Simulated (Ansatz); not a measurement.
# Ru: equation of state

How stiff is Ru, and at what volume does the pressure vanish? The cell is scaled evenly, atoms carried along, and solved with LAPW, PAW and all-electron datasets made for the crystal.

This is Ru in the diamond structure; at room conditions it is hcp.

Method: DFT PBE, scalar-relativistic, in Ansatz 0.2.0.

### Step 1. The starting structure

Symmetry: Fd-3m, No. 227, cubic system. The conventional cell has a = 5.454 Å, b = 5.454 Å, c = 5.454 Å, α = 90.00°, β = 90.00°, γ = 90.00°. Ru (site symmetry -43m) has 4 Ru at 2.36 Å as nearest neighbours.

Coordinates:

```cif
data_structure
_symmetry_space_group_name_H-M 'P 1'
_symmetry_Int_Tables_number 1
_cell_length_a 3.8565
_cell_length_b 3.8565
_cell_length_c 3.8565
_cell_angle_alpha 60.000
_cell_angle_beta 60.000
_cell_angle_gamma 60.000
_cell_volume 40.56
loop_
_atom_site_label
_atom_site_type_symbol
_atom_site_fract_x
_atom_site_fract_y
_atom_site_fract_z
_atom_site_occupancy
Ru1 Ru 0.00000 0.00000 0.00000 1
Ru2 Ru 0.25000 0.25000 0.25000 1
```

The structure (diamond type) was typed from a prototype and relaxed by PAW; whether it is the ground state wasn't tested.

Atoms are numbered in the order of the input: Ru1, Ru2.

### Step 2. Volume × 0.9405, LAPW

File input.yaml:

```yaml
crystal:
  lattice:
    - [0.0, 2.6717908066, 2.6717908066]
    - [2.6717908066, 0.0, 2.6717908066]
    - [2.6717908066, 2.6717908066, 0.0]
  atoms:
    - { symbol: Ru, position: [0.0, 0.0, 0.0] }
    - { symbol: Ru, position: [0.25, 0.25, 0.25] }
kpoints:
  mp_grid: { grid: [10, 10, 10] }
scf:
  occupations: { method: fermi_dirac, width: 0.03 }
hamiltonian:
  xc: pbe
  pseudopotentials: { kind: all_electron, lapw: { basis_error: 0.0005 } }
output:
  forces: true
  stress: true
  eigenvalues: true
```

Run with:

```
> ansatz run input.yaml --threads 1 --pin off --max-ram 2048MiB --backend cpu --events-out ev --progress --plain --runs-dir out
```

### Step 3. Volume × 0.9405, PAW

Changes to input.yaml since step 2:

```diff
@@ -14,3 +14,3 @@
   xc: pbe
-  pseudopotentials: { kind: all_electron, lapw: { basis_error: 0.0005 } }
+  pseudopotentials: { kind: paw }
 output:
@@ -19 +19,6 @@
   eigenvalues: true
+  efg: { contact_densities: true }
+  write_density: true
+  write_potential: true
+  elf: true
+  volumetric_format: npy
```

### Step 4. Volume × 0.9405, crystal datasets

Changes to input.yaml since step 3:

```diff
@@ -14,3 +14,3 @@
   xc: pbe
-  pseudopotentials: { kind: paw }
+  pseudopotentials: { kind: all_electron, datasets: crystal }
 output:
@@ -20,5 +20 @@
   efg: { contact_densities: true }
-  write_density: true
-  write_potential: true
-  elf: true
-  volumetric_format: npy
```

### Step 5. Volume × 0.98, LAPW

File input.yaml:

```yaml
crystal:
  lattice:
    - [0.0, 2.7086831726, 2.7086831726]
    - [2.7086831726, 0.0, 2.7086831726]
    - [2.7086831726, 2.7086831726, 0.0]
  atoms:
    - { symbol: Ru, position: [0.0, 0.0, 0.0] }
    - { symbol: Ru, position: [0.25, 0.25, 0.25] }
kpoints:
  mp_grid: { grid: [10, 10, 10] }
scf:
  occupations: { method: fermi_dirac, width: 0.03 }
hamiltonian:
  xc: pbe
  pseudopotentials: { kind: all_electron, lapw: { basis_error: 0.0005 } }
output:
  forces: true
  stress: true
  eigenvalues: true
```

### Step 6. Volume × 0.98, PAW

Changes to input.yaml since step 5:

```diff
@@ -14,3 +14,3 @@
   xc: pbe
-  pseudopotentials: { kind: all_electron, lapw: { basis_error: 0.0005 } }
+  pseudopotentials: { kind: paw }
 output:
@@ -19 +19,2 @@
   eigenvalues: true
+  efg: { contact_densities: true }
```

### Step 7. Volume × 1.02, LAPW

File input.yaml:

```yaml
crystal:
  lattice:
    - [0.0, 2.745045675, 2.745045675]
    - [2.745045675, 0.0, 2.745045675]
    - [2.745045675, 2.745045675, 0.0]
  atoms:
    - { symbol: Ru, position: [0.0, 0.0, 0.0] }
    - { symbol: Ru, position: [0.25, 0.25, 0.25] }
kpoints:
  mp_grid: { grid: [10, 10, 10] }
scf:
  occupations: { method: fermi_dirac, width: 0.03 }
hamiltonian:
  xc: pbe
  pseudopotentials: { kind: all_electron, lapw: { basis_error: 0.0005 } }
output:
  forces: true
  stress: true
  eigenvalues: true
```

### Step 8. Volume × 1.02, PAW

Changes to input.yaml since step 7:

```diff
@@ -14,3 +14,3 @@
   xc: pbe
-  pseudopotentials: { kind: all_electron, lapw: { basis_error: 0.0005 } }
+  pseudopotentials: { kind: paw }
 output:
@@ -19 +19,2 @@
   eigenvalues: true
+  efg: { contact_densities: true }
```

### Step 9. Volume × 1.06, LAPW

File input.yaml:

```yaml
crystal:
  lattice:
    - [0.0, 2.7804695263, 2.7804695263]
    - [2.7804695263, 0.0, 2.7804695263]
    - [2.7804695263, 2.7804695263, 0.0]
  atoms:
    - { symbol: Ru, position: [0.0, 0.0, 0.0] }
    - { symbol: Ru, position: [0.25, 0.25, 0.25] }
kpoints:
  mp_grid: { grid: [10, 10, 10] }
scf:
  occupations: { method: fermi_dirac, width: 0.03 }
hamiltonian:
  xc: pbe
  pseudopotentials: { kind: all_electron, lapw: { basis_error: 0.0005 } }
output:
  forces: true
  stress: true
  eigenvalues: true
```

### Step 10. Volume × 1.06, PAW

Changes to input.yaml since step 9:

```diff
@@ -14,3 +14,3 @@
   xc: pbe
-  pseudopotentials: { kind: all_electron, lapw: { basis_error: 0.0005 } }
+  pseudopotentials: { kind: paw }
 output:
@@ -19 +19,6 @@
   eigenvalues: true
+  efg: { contact_densities: true }
+  write_density: true
+  write_potential: true
+  elf: true
+  volumetric_format: npy
```

### Step 11. Volume × 1.06, crystal datasets

Changes to input.yaml since step 10:

```diff
@@ -14,3 +14,3 @@
   xc: pbe
-  pseudopotentials: { kind: paw }
+  pseudopotentials: { kind: all_electron, datasets: crystal }
 output:
@@ -20,5 +20 @@
   efg: { contact_densities: true }
-  write_density: true
-  write_potential: true
-  elf: true
-  volumetric_format: npy
```

(Steps that only read results are left out.)

Before running it: what results should come out? Wanted: equilibrium volume; bulk modulus (for each run or level that gives them).

As calculated:

```
                      quantity           value
     equilibrium volume (LAPW)  20.282 Å³/atom
           bulk modulus (LAPW)         164 GPa
its pressure derivative (LAPW)             4.7
      equilibrium volume (PAW)  20.281 Å³/atom
            bulk modulus (PAW)         164 GPa
 its pressure derivative (PAW)             4.7
```

What this shows: A third-order Birch-Murnaghan fit to the LAPW pressures puts zero pressure at 20.28 Å³/atom, less than 0.1 % from the given cell, with a bulk modulus of 164 GPa. PAW's volume lies less than 0.01 % and its modulus less than 0.1 % from LAPW's. No thermal or zero-point expansion is included.
